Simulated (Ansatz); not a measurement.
Crystal: C.

```
C
1.0
     0.00000    1.78337    1.78337
     1.78337    0.00000    1.78337
     1.78337    1.78337    0.00000
C
2
Cartesian
  2.6751 2.6751 2.6751
  1.7834 1.7834 1.7834
```

This isn't the form of C at room conditions, which is graphite.

| Item | Value |
| --- | --- |
| Program | Ansatz 0.2.0 |
| Task | relaxation of cell and atoms |
| Functional | PBEsol |
| Dispersion | D4 |
| Potentials or basis | Ansatz PAW |
| Cutoff | 420 eV (not typed: the program's choice for these potentials) |
| k mesh | 13 × 13 × 13 |
| Occupations | fermi-dirac, width 0.05 eV |
| Spin | no spin polarisation |

At the start: volume 5.67 Å³/atom.

Problem. Where does the relaxation end?

Solution. It ends after 7 steps and the volume is 5.57 Å³/atom (-1.8 %); space group Fd-3m (No. 227, to 0.05 Å).

Step by step:
```tsv
step	energy change (eV)	largest force (eV/Å)	volume (Å³)
1	0.0000	0.0000	11.34
2	-0.0049	0.0000	11.22
3	-0.0061	0.0000	11.15
4	-0.0061	0.0000	11.15
5	-0.0049	0.0000	11.15
6	-0.0050	0.0000	11.14
7	-0.0050	0.0000	11.14
```

Final structure:
```
C
1.0
     0.00000    1.77285    1.77285
     1.77285    0.00000    1.77285
     1.77285    1.77285    0.00000
C
2
Direct
  0.75000 0.75000 0.75000
  0.50000 0.50000 0.50000
```

The cell as given is a measured one (5.67 Å³/atom); PBEsol+D4 puts the equilibrium volume -1.8 % from it, thermal expansion not counted.

Caveat: the plane-wave basis is chosen anew once the cell has moved, so the energies of steps on either side of that aren't comparable; the pressure holds a Pulay correction of +1.0 GPa for the finite cutoff; the PAW data sets come from PBE, with cores solved anew for the run's functional, which leaves a small shift of forces and pressure.
